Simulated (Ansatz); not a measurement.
Input, command and steps of an Ansatz relaxation.

```yaml
crystal:
  lattice:
    - [0.0, 4.5481927936, -4.5481927936]
    - [4.5481927936, 4.5481927936, 0.0]
    - [4.5481927936, 0.0, -4.5481927936]
  atoms:
    - { symbol: B, position: [0.4952924545, 0.4952924545, 0.0047075455], spin: 0.091 }
    - { symbol: B, position: [0.4952924545, 0.0047075455, 0.0047075455], spin: 0.091 }
    - { symbol: B, position: [1.0047075455, 0.4952924545, 0.0047075455], spin: 0.091 }
    - { symbol: B, position: [1.0, 0.0, 0.0] }
    - { symbol: B, position: [0.5, 0.5, 0.5] }
    - { symbol: B, position: [0.4952924545, 0.0047075455, 0.4952924545], spin: 0.091 }
    - { symbol: B, position: [1.0047075455, 0.4952924545, 0.4952924545], spin: 0.091 }
    - { symbol: B, position: [1.0047075455, 0.0047075455, 0.4952924545], spin: 0.091 }
    - { symbol: P, position: [0.3759288025, 0.3759288025, 0.3759288025] }
    - { symbol: P, position: [0.3759288025, 0.8722135924, 0.3759288025] }
    - { symbol: P, position: [0.8722135924, 0.3759288025, 0.3759288025] }
    - { symbol: P, position: [0.8842854152, 0.8842854152, 0.3471437545], spin: 0.091 }
    - { symbol: P, position: [0.3759288025, 0.3759288025, 0.8722135924] }
    - { symbol: P, position: [0.3471437545, 0.8842854152, 0.8842854152], spin: 0.091 }
    - { symbol: P, position: [0.8842854152, 0.3471437545, 0.8842854152], spin: 0.091 }
    - { symbol: P, position: [0.8842854152, 0.8842854152, 0.8842854152], spin: 0.091 }
    - { symbol: P, position: [0.75, 0.75, 0.75], spin: 0.091 }
  host:
    lattice:
      - [0.0, 2.2740963968, 2.2740963968]
      - [2.2740963968, 0.0, 2.2740963968]
      - [2.2740963968, 2.2740963968, 0.0]
    atoms:
      - { symbol: B, position: [0.0, 0.0, 0.0] }
      - { symbol: P, position: [0.25, 0.25, 0.25] }
total_charge: 2
basis:
  ecutwfc: 420
  xc_grid: 2
kpoints:
  mp_grid: { grid: [3, 3, 3], shift: [0.0, 0.0, 0.0] }
hamiltonian:
  xc: pbe
scf:
  occupations: { method: gaussian, width: 0.01 }
output:
  forces: true
  stress: false
  eigenvalues: true
  populations: true
  charged_corrections:
    defect_position: [0.75, 0.75, 0.75]
    epsilon: [[9.2563, 0.0, 0.0], [0.0, 9.2563, 0.0], [0.0, 0.0, 9.2563]]
  write_density: true
  write_potential: true
  elf: true
  volumetric_format: npy
magnetization:
  spin_polarized: true
relax:
  adjacent_minimum: "off"
  f_tol: 0.025
  max_steps: 45
```

```bash
ansatz run input.yaml --threads 4 --pin off --max-ram 8192MiB --backend cpu --events-out ev --progress --plain --runs-dir out
```

Computed with DFT PBE, scalar-relativistic, plane waves, PAW (Ansatz 0.2.0).

The cell holds a point defect: P interstitial, charge +2.

Of 4 frames 3 are shown, positions in Å and forces in eV/Å; the SCF threshold varies from step to step.

```xyz
17
Lattice="0.0000 4.5482 -4.5482 4.5482 4.5482 0.0000 4.5482 0.0000 -4.5482" Properties=species:S:1:pos:R:3:forces:R:3 pbc="T T T" step=1 free_energy_over_end_meV_per_atom=0.90
B     2.2741    4.5054   -2.2741    0.0000   -0.1050    0.0000
B     0.0428    2.2741   -2.2741    0.1050    0.0000    0.0000
B     2.2741    6.8223   -4.5910    0.0000    0.0000   -0.1050
B     0.0000    4.5482   -4.5482    0.0000    0.0000    0.0000
B     4.5482    4.5482   -4.5482    0.0000    0.0000    0.0000
B     2.2741    2.2741   -4.5054    0.0000    0.0000    0.1050
B     4.5054    6.8223   -6.8223   -0.1050    0.0000    0.0000
B     2.2741    4.5910   -6.8223    0.0000    0.1050    0.0000
P     3.4196    3.4196   -3.4196    0.1036    0.1036   -0.1036
P     5.6768    5.6768   -3.4196   -0.1036   -0.1036   -0.1036
P     3.4196    5.6768   -5.6768    0.1036   -0.1036    0.1036
P     5.6008    8.0438   -5.6008    0.2587   -0.2587   -0.2587
P     5.6768    3.4196   -5.6768   -0.1036    0.1036    0.1036
P     8.0438    5.6008   -5.6008   -0.2587    0.2587   -0.2587
P     5.6008    5.6008   -8.0438    0.2587    0.2587    0.2587
P     8.0438    8.0438   -8.0438   -0.2587   -0.2587    0.2587
P     6.8223    6.8223   -6.8223    0.0000    0.0000    0.0000
17
Lattice="0.0000 4.5482 -4.5482 4.5482 4.5482 0.0000 4.5482 0.0000 -4.5482" Properties=species:S:1:pos:R:3:forces:R:3 pbc="T T T" step=2 free_energy_over_end_meV_per_atom=0.17
B     2.2741    4.5011   -2.2741    0.0000   -0.0508    0.0000
B     0.0471    2.2741   -2.2741    0.0508    0.0000    0.0000
B     2.2741    6.8223   -4.5953    0.0000    0.0000   -0.0508
B     0.0000    4.5482   -4.5482    0.0000    0.0000    0.0000
B     4.5482    4.5482   -4.5482    0.0000    0.0000    0.0000
B     2.2741    2.2741   -4.5011    0.0000    0.0000    0.0508
B     4.5011    6.8223   -6.8223   -0.0508    0.0000    0.0000
B     2.2741    4.5953   -6.8223    0.0000    0.0508    0.0000
P     3.4226    3.4226   -3.4226    0.0097    0.0097   -0.0097
P     5.6738    5.6738   -3.4226   -0.0097   -0.0097   -0.0097
P     3.4226    5.6738   -5.6738    0.0097   -0.0097    0.0097
P     5.6044    8.0401   -5.6044    0.1197   -0.1197   -0.1197
P     5.6738    3.4226   -5.6738   -0.0097    0.0097    0.0097
P     8.0401    5.6044   -5.6044   -0.1197    0.1197   -0.1197
P     5.6044    5.6044   -8.0401    0.1197    0.1197    0.1197
P     8.0401    8.0401   -8.0401   -0.1197   -0.1197    0.1197
P     6.8223    6.8223   -6.8223    0.0000    0.0000    0.0000
17
Lattice="0.0000 4.5482 -4.5482 4.5482 4.5482 0.0000 4.5482 0.0000 -4.5482" Properties=species:S:1:pos:R:3:forces:R:3 pbc="T T T" step=4 free_energy_over_end_meV_per_atom=0.00
B     2.2741    4.4975   -2.2741    0.0000   -0.0071    0.0000
B     0.0507    2.2741   -2.2741    0.0071    0.0000    0.0000
B     2.2741    6.8223   -4.5989    0.0000    0.0000   -0.0071
B     0.0000    4.5482   -4.5482    0.0000    0.0000    0.0000
B     4.5482    4.5482   -4.5482    0.0000    0.0000    0.0000
B     2.2741    2.2741   -4.4975    0.0000    0.0000    0.0071
B     4.4975    6.8223   -6.8223   -0.0071    0.0000    0.0000
B     2.2741    4.5989   -6.8223    0.0000    0.0071    0.0000
P     3.4228    3.4228   -3.4228    0.0034    0.0034   -0.0034
P     5.6736    5.6736   -3.4228   -0.0034   -0.0034   -0.0034
P     3.4228    5.6736   -5.6736    0.0034   -0.0034    0.0034
P     5.6078    8.0368   -5.6078   -0.0060    0.0060    0.0060
P     5.6736    3.4228   -5.6736   -0.0034    0.0034    0.0034
P     8.0368    5.6078   -5.6078    0.0060   -0.0060    0.0060
P     5.6078    5.6078   -8.0368   -0.0060   -0.0060   -0.0060
P     8.0368    8.0368   -8.0368    0.0060    0.0060   -0.0060
P     6.8223    6.8223   -6.8223    0.0000    0.0000    0.0000
```

Time: 21 s on 4 threads of Arm Neoverse N1, on a shared host, peak memory 0.59 GiB.

The relaxation kept the symmetry at the defect while a level is partly filled, so a distortion that splits the level (Jahn–Teller) was held off and may lie lower. The cell is also small for a charged defect.